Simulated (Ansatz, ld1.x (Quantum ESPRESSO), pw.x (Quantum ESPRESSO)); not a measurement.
**pw.x on bcc P: one setting changed**

Potential: ultrasoft, ld1.x (Quantum ESPRESSO) 7.5, PBE; core [Ne], reference 3s2 3p3; waves: 3s (bound): rcut 1.25, rcutus 1.60 bohr; 3s channel at -0.7 Ry: rcut 1.25, rcutus 1.60 bohr; 3p (bound): rcut 1.85, rcutus 2.15 bohr; 3p channel at 0.1 Ry: rcut 1.85, rcutus 2.15 bohr; 3d channel at 0.25 Ry: rcut 1.45, rcutus 2.00 bohr; 3d channel at 2.25 Ry: rcut 1.45, rcutus 2.00 bohr; local part: all-electron potential smoothed inside 1.30 bohr (lloc = -2); core correction: a·sin(br)/r model core inside 0.95 bohr; augmentation: built from norm-conserving waves at rcut, not smoothed further.

The reference run (k-mesh 15³, cutoffs 40/600 Ry, Fermi–Dirac 0.01 Ry, mixing_beta 0.4, conv_thr 1e-9, no spin) gives -0.50 GPa at 14.308 Å³/atom, where all-electron LAPW gives -0.58 GPa. This run, with its own iteration cap, changes mixing_mode to TF.

```
&control
  calculation='scf', prefix='x', pseudo_dir='./', outdir='./tmp', tstress=.true., disk_io='none'
/
&system
  ibrav=0, nat=1, ntyp=1, ecutwfc=40, ecutrho=600, nbnd=9,
  occupations='smearing', smearing='fd', degauss=0.01
/
&electrons
  conv_thr=1e-09, mixing_beta=0.4, electron_maxstep=50, mixing_mode='TF'
/
ATOMIC_SPECIES
P 1.0 P.UPF
CELL_PARAMETERS angstrom
  -1.52934798 1.52934798 1.52934798
  1.52934798 -1.52934798 1.52934798
  1.52934798 1.52934798 -1.52934798
ATOMIC_POSITIONS crystal
P 0.0000 0.0000 0.0000
K_POINTS automatic
15 15 15 0 0 0
```

```bash
pw.x < P.scf.in > P.scf.out
```

**Question.** How does the run end?

**Answer.** It converges in 6 iterations; the free energy moves by +0.0 meV/atom and the pressure by +0.00 GPa. The result is that of the reference run.

```
Message from routine setup:
     using ibrav=0 with symmetry is DISCOURAGED, use correct ibrav instead
     lattice parameter (alat)  =       5.0057  a.u.
     unit-cell volume          =      96.5552 (a.u.)^3
     number of electrons       =         5.00
     number of Kohn-Sham states=            9
     kinetic-energy cutoff     =      40.0000  Ry
     charge density cutoff     =     600.0000  Ry
     scf convergence threshold =      1.0E-09
     Exchange-correlation= PBE
     number of k points=   120  Fermi-Dirac smearing, width (Ry)=  0.0100
     iteration #  1     ecut=    40.00 Ry     beta= 0.40
     total energy              =     -16.02203332 Ry
     estimated scf accuracy    <       0.00204147 Ry
     iteration #  2     ecut=    40.00 Ry     beta= 0.40
     total energy              =     -16.02181694 Ry
     estimated scf accuracy    <       0.00097364 Ry
     iteration #  3     ecut=    40.00 Ry     beta= 0.40
     total energy              =     -16.02188047 Ry
     estimated scf accuracy    <       0.00000137 Ry
     iteration #  4     ecut=    40.00 Ry     beta= 0.40
     total energy              =     -16.02188115 Ry
     estimated scf accuracy    <       0.00000003 Ry
     iteration #  5     ecut=    40.00 Ry     beta= 0.40
     total energy              =     -16.02188116 Ry
     estimated scf accuracy    <          5.9E-09 Ry
     iteration #  6     ecut=    40.00 Ry     beta= 0.40
     the Fermi energy is    11.2433 ev
!    total energy              =     -16.02188116 Ry
     estimated scf accuracy    <          7.1E-11 Ry
     smearing contrib. (-TS)   =      -0.00214517 Ry
     The total energy is F=E-TS. E is the sum of the following terms:
     one-electron contribution =       5.95652384 Ry
     hartree contribution      =       0.21079078 Ry
     xc contribution           =      -6.44668746 Ry
     ewald contribution        =     -15.74036315 Ry
     convergence has been achieved in   6 iterations
          total   stress  (Ry/bohr**3)                   (kbar)     P=       -5.03
     Message from routine punch:
     Nothing written, as per user request (disk_io='none')
```

The run took about 6.5 s on one core of a shared host (Neoverse-V2, 96 threads, 742 GiB, load 48).
